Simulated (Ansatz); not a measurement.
Al$_{3}$GaN$_{4}$: a film clamped to a substrate

All numbers below come from DFT r2SCAN, scalar-relativistic, plane waves, PAW in Ansatz. The runs took a 500 eV cutoff, a Γ-centred 6×6×6 mesh and Gaussian smearing (0.05 eV). No spin polarisation. Energies are free energies at this smearing, counted from the undisturbed cell; pressure is positive in compression.

The starting cell (relaxed at this level; it needn't be the usual structure):

```
Al Ga N
1.0
     4.40124    0.00000    0.00000
     0.00000    4.40124    0.00000
     0.00000    0.00000    4.40124
Al Ga N
3 1 4
Direct
  0.50000 0.50000 0.00000
  0.50000 0.00000 0.50000
  0.00000 0.50000 0.50000
  0.00000 0.00000 0.00000
  0.74446 0.74446 0.25554
  0.74446 0.25554 0.74446
  0.25554 0.74446 0.74446
  0.25554 0.25554 0.25554
```

The cell (8 atoms, V0 = 85.26 Å³) is strained by p along both x and y and by q along z, fractional coordinates fixed. τp = (1/V0) ∂E/∂p = (σxx + σyy)(1 + p)(1 + q) and τq = (1/V0) ∂E/∂q = σzz(1 + p)², with tension positive.

| p | q | ΔE (meV/atom) | τp (GPa) | τq (GPa) |
| --- | --- | --- | --- | --- |
| 0.000 | 0.000 | 0.00 | 0.00 | 0.00 |
| -0.040 | 0.000 | 53.36 | -41.78 | -14.30 |
| 0.040 | 0.000 | 45.37 | 32.75 | 11.32 |
| 0.000 | -0.040 | 16.30 | -14.11 | -12.32 |
| 0.000 | 0.040 | 15.88 | 11.43 | 11.85 |

Task: Get the second derivatives of the energy density.

Result: Central differences give A = ∂τp/∂p = 932 GPa (C11 + C22 + 2 C12), C = ∂τq/∂q = 302 GPa (C33) and the cross term B = ∂τq/∂p = 320 GPa (C13 + C23); ∂τp/∂q = 319 GPa must equal B, and any difference shows higher-order terms. Steps this large leave an error of some per cent of A or C in all of these, which can swamp a small B. The ions are clamped. In a cubic crystal C11 = C = 302, C12 = B/2 = 160 GPa and A should be 2(C11 + C12) = 925 GPa; the bulk modulus is (C11 + 2 C12)/3 = 207 GPa.

Task: A film of this crystal grows with z along the normal on a substrate that imposes p. How does its thickness respond, and what does the misfit cost?

Result: Count p and q from the stress-free cell. A free surface needs τq = 0, so q = −(B/C) p = -1.06 p. The energy density left is (A − B²/C) p²/2 = M p², with the biaxial modulus M = 296 GPa; a misfit of 1 % costs 1.97 meV/atom, against 3.10 meV/atom if the thickness were held.

Forces appear on the atoms along this scan, and letting them relax would lower the energy and soften the response.

Letting the thickness respond lowers the cost of a 1 % misfit from 3.10 to 1.97 meV/atom, because the film can trade bond stretching for bond bending. In a tetrahedral network, in-plane tension with the normal held lengthens every bond. Contraction along the normal offsets part of that lengthening and shifts the strain into the softer bond angles. The offset is incomplete, so the volume still follows the sign of the misfit.

In every strained pair, compression produces the larger stress, as expected when short-range repulsion steepens and stretched bonds weaken. A linear thickness response is therefore a small-misfit result. Internal relaxation will probably change these moduli only modestly: in ideal zinc blende, symmetry forbids sublattice displacement under such axial strains, and here only the Al/Ga ordering lifts that restriction. The biaxial modulus applies to a cube-face film; other orientations also involve the shear constant C44, which these strains don't probe.
